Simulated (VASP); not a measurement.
# Ag (Im-3m) in VASP: single point with PBEsol

Aim: the single point of Ag with PBEsol.

Everything below comes from runs of VASP 6.6.1. Logs are shortened: lines on timing, memory, paths and dates and some standing lists are left out, and cuts for length are marked.

## (1) The crystal as given

Symmetry: Im-3m, No. 229, cubic system. The conventional cell has a = 3.311 Å, b = 3.311 Å, c = 3.311 Å, α = 90.00°, β = 90.00°, γ = 90.00°. Ag (site symmetry m-3m) is surrounded by 8 Ag at 2.87 Å.

This isn't the form of Ag at room conditions, which is fcc.

## (2) Single point, PBEsol

INCAR

```
SYSTEM = Ag
PREC = Accurate ; ENCUT = 520
EDIFF = 1E-6 ; ISMEAR = -1
SIGMA = 0.1 ; LREAL = .False.
LASPH = .True. ; NELM = 100
ALGO = Normal ; ISIF = 2
LWAVE = .False. ; LCHARG = .False.
GGA = PS ; NBANDS = 12
```

KPOINTS

```
regular mesh
0
Gamma
  11 11 11
  0 0 0
```

POSCAR

```
Ag
1.0
   -1.6557000000      1.6557000000      1.6557000000
    1.6557000000     -1.6557000000      1.6557000000
    1.6557000000      1.6557000000     -1.6557000000
Ag
1
Direct
    0.0000000000      0.0000000000      0.0000000000
```

Potentials or basis: VASP PAW PBE potentials, release 64 (Ag).

Launch:

```sh
$ cat potpaw_PBE.64/Ag/POTCAR > POTCAR
$ mpirun -np 1 vasp_std > vasp.out
```

OUTCAR:

```text
SYSTEM = Ag
   PREC = Accurate
   ENCUT = 520
   EDIFF = 1E-6
   ISMEAR = -1
   LREAL = .False.
   LASPH = .True.
   NELM = 100
   ISIF = 2
   GGA = PS

 ion  position               nearest neighbor table
   1  0.000  0.000  0.000-

  LATTYP: Found a body centered cubic cell.
 ALAT       =     3.3114000000

  Lattice vectors:

 A1 = (  -1.6557000000,   1.6557000000,   1.6557000000)
 A2 = (   1.6557000000,  -1.6557000000,   1.6557000000)
 A3 = (   1.6557000000,   1.6557000000,  -1.6557000000)

Analysis of symmetry for initial positions (statically):
=====================================================================
 Subroutine PRICEL returns:
 Original cell was already a primitive cell.

 Routine SETGRP: Setting up the symmetry group for a
 body centered cubic supercell.

 Subroutine GETGRP returns: Found 48 space group operations
 (whereof 48 operations were pure point group operations)
 out of a pool of 48 trial point group operations.

The static configuration has the point symmetry O_h .

Analysis of symmetry for dynamics (positions and initial velocities):
=====================================================================
 Subroutine PRICEL returns:
 Original cell was already a primitive cell.

 Routine SETGRP: Setting up the symmetry group for a
 body centered cubic supercell.

 Subroutine GETGRP returns: Found 48 space group operations
 (whereof 48 operations were pure point group operations)
 out of a pool of 48 trial point group operations.

The dynamic configuration has the point symmetry O_h .

 Subroutine INISYM returns: Found 48 space group operations
 (whereof 48 operations are pure point group operations),
 and found     1 'primitive' translations

----------------------------------------------------------------------------------------

                                     Primitive cell

  volume of cell :      18.1554

  direct lattice vectors                    reciprocal lattice vectors
    -1.655700000  1.655700000  1.655700000     0.000000000  0.301987075  0.301987075
     1.655700000 -1.655700000  1.655700000     0.301987075  0.000000000  0.301987075
     1.655700000  1.655700000 -1.655700000     0.301987075  0.301987075  0.000000000

  length of vectors
     2.867756522  2.867756522  2.867756522     0.427074217  0.427074217  0.427074217

  position of ions in fractional coordinates (direct lattice)
     0.000000000  0.000000000  0.000000000

  ion indices of the primitive-cell ions
   primitive index   ion index
                 1           1

----------------------------------------------------------------------------------------

 KPOINTS: regular mesh

Automatic generation of k-mesh.
 Grid dimensions read from file:
 generate k-points for:   11   11   11

 Generating k-lattice:

  Cartesian coordinates                     Fractional coordinates (reciprocal lattice)
     0.000000000  0.027453370  0.027453370     0.090909091  0.000000000  0.000000000
     0.027453370  0.000000000  0.027453370     0.000000000  0.090909091  0.000000000
     0.027453370  0.027453370  0.000000000     0.000000000  0.000000000  0.090909091

  Length of vectors
     0.038824929  0.038824929  0.038824929

  Shift w.r.t. Gamma in fractional coordinates (k-lattice)
     0.000000000  0.000000000  0.000000000

 Subroutine IBZKPT returns following result:
 ===========================================

 Found     56 irreducible k-points:

 Following reciprocal coordinates:
            Coordinates               Weight
  0.000000  0.000000  0.000000      1.000000
  0.090909  0.000000  0.000000     12.000000
  0.181818  0.000000  0.000000     12.000000
  0.272727  0.000000  0.000000     12.000000
  0.363636  0.000000  0.000000     12.000000
  0.454545  0.000000  0.000000     12.000000
[... 16 lines left out ...]
  0.272727  0.181818  0.090909     48.000000
  0.363636  0.181818  0.090909     24.000000
 [... further k-points ...]
   k-points           NKPTS =     56   k-points in BZ     NKDIM =     56   number of bands    NBANDS=     12
   number of dos      NEDOS =    301   number of ions     NIONS =      1
   total plane-waves  NPLWV =  13824
   dimension x,y,z NGX =    24 NGY =   24 NGZ =   24
   dimension x,y,z NGXF=    48 NGYF=   48 NGZF=   48
   ions per type =               1
   NGX,Y,Z   is equivalent  to a cutoff of  13.91, 13.91, 13.91 a.u.
   NGXF,Y,Z  is equivalent  to a cutoff of  27.83, 27.83, 27.83 a.u.
 SYSTEM =  Ag
   PREC   = accura    normal or accurate (medium, high low for compatibility)
   ISTART =      0    job   : 0-new  1-cont  2-samecut
   ICHARG =      2    charge: 1-file 2-atom 10-const
   ISPIN  =      1    spin polarized calculation?
   LNONCOLLINEAR =      F non collinear calculations
   LSORBIT =      F    spin-orbit coupling
   LASPH  =      T    aspherical Exc in radial PAW
   ENCUT  =  520.0 eV  38.22 Ry    6.18 a.u.   5.33  5.33  5.33*2*pi/ulx,y,z
   NELM   =    100;   NELMIN=  2; NELMDL= -5     # of ELM steps
   EDIFF  = 0.1E-05   stopping-criterion for ELM
   LREAL  =      F    real-space projection
   EDIFFG = 0.1E-04   stopping-criterion for IOM
   NSW    =      0    number of steps for IOM
   IBRION =     -1    ionic relax: 0-MD 1-quasi-New 2-CG
   NFREE  =      0    steps in history (QN), initial steepest desc. (CG)
   ISIF   =      2    stress and relaxation
   ISYM   =      2    0-nonsym 1-usesym 2-fastsym
   POTIM  = 0.5000    time-step for ionic-motion
   TEBEG  =    0.0;   TEEND  =   0.0 temperature during run
   PSTRESS=    0.0 pullay stress
   NELECT =      11.0000    total number of electrons
   NUPDOWN=      -1.0000    fix difference up-down
   EMIN   =  10.00;   EMAX   =-10.00  energy-range for DOS
   EFERMI =   0.00;   METHOD = LEGACY
   ISMEAR =    -1;   SIGMA  =   0.10  broadening in eV -4-tet -1-fermi 0-gaus
   EFERMI_NEDOS =   21; number of points for ismear=-14 and -15
   IALGO  =     38    algorithm
   IMIX   =      4    mixing-type and parameters
     AMIX     =   0.40;   BMIX     =  1.00
     AMIX_MAG =   1.60;   BMIX_MAG =  1.00
  volume/ion in A,a.u.               =      18.16       122.52
  Fermi-wavevector in a.u.,A,eV,Ry     =   1.385280  2.617799 26.109571  1.918999
  Thomas-Fermi vector in A             =   2.509705
   LORBIT       =      0    0 simple, 1 ext, 2 COOP (PROOUT), +10 PAW based schemes
   GGA     = PS    functional components
   LHFCALC =     F    Hartree Fock is set to
   AEXX    =    0.0000 exact exchange contribution
   IVDW    =     0    specifies the selected vdW correction
   LEPSILON=     F    determine dielectric tensor
   LRPA    =     F    only Hartree local field effects (RPA)
 non-spin polarized calculation
  energy-cutoff  :      520.00
  volume of cell :       18.16
 maximum number of plane-waves:       498
 NGX is ok and might be reduce to    24
   NGX = 11   NGY = 11   NGZ = 11

 number of electron      11.0000001 magnetization

 Free energy of the ion-electron system (eV)
  ---------------------------------------------------
  ext. energy  EPLUGINS =         0.00000000
  ---------------------------------------------------
  free energy    TOTEN  =        -3.25089454 eV

  energy without entropy =       -3.24180147  energy(sigma->0) =       -3.24634801

 E-fermi :   7.3732     XC(G=0): -12.0406

 val. band max:        7.3263357602   @ k =  -0.3636   0.4545   0.0909
 cond. band min:       7.5384664381   @ k =  -0.4545   0.4545   0.0909
 fundamental gap:      0.2121306779
 Fermi energy:         7.3732497835

 k-point     1 :       0.0000    0.0000    0.0000
  band No.  band energies     occupation
      1       0.0203      2.00000
      2       2.7322      2.00000
      3       2.7322      2.00000
      4       2.7322      2.00000
      5       3.9490      2.00000
      6       3.9490      2.00000
      7      25.1022      0.00000
      8      25.1022      0.00000
      9      25.1022      0.00000
     10      30.4535      0.00000
     11      30.4535      0.00000
     12      30.4535      0.00000

 k-point     2 :       0.0909    0.0000    0.0000
  band No.  band energies     occupation
      1       0.2776      2.00000
      2       2.6722      2.00000
      3       2.7429      2.00000
      4       2.8739      2.00000
      5       3.8867      2.00000
      6       3.9533      2.00000
      7      24.2942      0.00000
      8      24.9490      0.00000
      9      25.2499      0.00000
     10      28.4743      0.00000
     11      28.6221      0.00000
     12      28.9916      0.00000

 k-point     3 :       0.1818    0.0000    0.0000
  band No.  band energies     occupation
      1       0.9538      2.00000
      2       2.5148      2.00000
      3       2.8201      2.00000
      4       3.2723      2.00000
      5       3.7831      2.00000
      6       3.9685      2.00000
      7      21.5643      0.00000
      8      23.9032      0.00000
      9      25.6221      0.00000
     10      26.5609      0.00000
     11      27.3565      0.00000
     12      28.4429      0.00000

 k-point     4 :       0.2727    0.0000    0.0000
  band No.  band energies     occupation
      1       1.5103      2.00000
      2       2.3159      2.00000
      3       3.4333      2.00000
      4       3.7680      2.00000
      5       3.8408      2.00000
      6       3.9959      2.00000
      7      18.0090      0.00000
      8      22.3883      0.00000
      9      24.2433      0.00000
     10      26.0550      0.00000
     11      27.2227      0.00000
     12      29.8502      0.00000

 k-point     5 :       0.3636    0.0000    0.0000
  band No.  band energies     occupation
      1       1.5049      2.00000
      2       2.1396      2.00000
      3       3.8270      2.00000
      4       4.0289      2.00000
      5       4.4228      2.00000
      6       5.0416      2.00000
      7      14.5473      0.00000
      8      21.1879      0.00000
      9      22.4222      0.00000
     10      26.3987      0.00000
     11      27.4164      0.00000
     12      32.0605      0.00000
[... 228 lines left out ...]
      1       0.5296      2.00000
      2       2.7598      2.00000
      3       2.7598      2.00000
      4       2.8724      2.00000
      5       3.7397      2.00000
      6       4.0333      2.00000
      7      23.8335      0.00000
      8      25.0797      0.00000
      9      25.0797      0.00000
     10      26.2107      0.00000
     11      28.5803      0.00000
     12      28.5803      0.00000

 k-point    22 :       0.1818    0.1818    0.0909
  band No.  band energies     occupation
      1       2.0595      2.00000
      2       2.2989      2.00000
      3       2.7786      2.00000
      4       3.8982      2.00000
      5       4.0284      2.00000
      6       6.3400      1.99993
      7      16.6851      0.00000
      8      17.3584      0.00000
      9      19.3680      0.00000
     10      28.4433      0.00000
     11      32.1720      0.00000
     12      32.8382      0.00000

 k-point    23 :       0.2727    0.1818    0.0909
  band No.  band energies     occupation
      1       1.9595      2.00000
      2       2.2223      2.00000
      3       3.2005      2.00000
      4       3.9531      2.00000
      5       4.0799      2.00000
      6       8.2665      0.00026
      7      13.7354      0.00000
      8      16.2374      0.00000
      9      18.6460      0.00000
     10      29.1547      0.00000
     11      31.9842      0.00000
     12      33.2375      0.00000

 k-point    24 :       0.3636    0.1818    0.0909
  band No.  band energies     occupation
      1       1.9132      2.00000
      2       2.1849      2.00000
      3       3.3809      2.00000
      4       3.9877      2.00000
      5       4.0956      2.00000
      6      10.0613      0.00000
      7      11.5280      0.00000
      8      15.9028      0.00000
      9      18.3965      0.00000
     10      29.3743      0.00000
     11      31.8663      0.00000
     12      33.2496      0.00000

 [... further k-points ...]

------------------------ aborting loop because EDIFF is reached ----------------------------------------

  FORCE on cell =-STRESS in cart. coord.  units (eV):
  Direction    XX          YY          ZZ          XY          YZ          ZX
  --------------------------------------------------------------------------------------
  -------------------------------------------------------------------------------------
  Total       -0.8469423     -0.8469423     -0.8469423      0.0000000      0.0000000      0.0000000
  in kB      -74.7410955    -74.7410955    -74.7410955      0.0000000      0.0000000      0.0000000
  external PRESSURE =     -74.7410955 kB  Pullay stress =       0.0000000 kB

 VOLUME and BASIS-vectors are now :
 -----------------------------------------------------------------------------
  energy-cutoff  :      520.00
  volume of cell :       18.16
      direct lattice vectors                 reciprocal lattice vectors
    -1.655700000  1.655700000  1.655700000     0.000000000  0.301987075  0.301987075
     1.655700000 -1.655700000  1.655700000     0.301987075  0.000000000  0.301987075
     1.655700000  1.655700000 -1.655700000     0.301987075  0.301987075  0.000000000

 POSITION                                       TOTAL-FORCE (eV/Angst)
 -----------------------------------------------------------------------------------
      0.00000      0.00000      0.00000        -0.000000      0.000000     -0.000000
 -----------------------------------------------------------------------------------
    total drift:                               -0.000000      0.000000      0.000000

  FREE ENERGIE OF THE ION-ELECTRON SYSTEM (eV)
  ---------------------------------------------------
  free  energy   TOTEN  =        -3.2508945438 eV

  energy  without entropy=       -3.2418014724  energy(sigma->0) =       -3.24634801
```

It took 7.7 s on 1 thread of Intel Xeon Platinum 8559C (Emerald Rapids), shared host; peak memory 0.14 GiB.

What came out:

```yaml
Free_energy: -3.2509 eV
Pressure: -7.5 GPa
Band_gap_on_the_k_mesh: none (metal or under the smearing width)
```

Caveat: the PAW data sets were made with another functional, which shifts forces and pressure a little.
